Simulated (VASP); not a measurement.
The system is MgO2.

```
CELL_PARAMETERS angstrom
1.60476 0.92651 3.49398
-1.60476 0.92651 3.49398
0.00000 -1.85302 3.49398
ATOMIC_POSITIONS crystal
Mg 0.00000 0.00000 0.00000
O 0.57121 0.57121 0.57121
O 0.42879 0.42879 0.42879
```

The cell comes from a database or a generator and needn't be the stable form of this composition.

Program: VASP 6.6.1. Alike in all runs: task band structure; no spin polarisation; cell as given; k mesh 10 × 10 × 10; cutoff (eV) 520; smearing gaussian 0.02 eV.

Task: Order these runs on this cell by their band gap on the k mesh, lowest first.
A. level r2SCAN; potentials or basis VASP PAW PBE potentials, release 64 (Mg, O)
B. level LDA; potentials or basis VASP PAW LDA potentials, release 64 (Mg, O)
C. level TB-mBJ; potentials or basis VASP PAW PBE potentials, release 64 (Mg, O)

Result: B (2.16 eV), A (2.92 eV), C (4.75 eV).

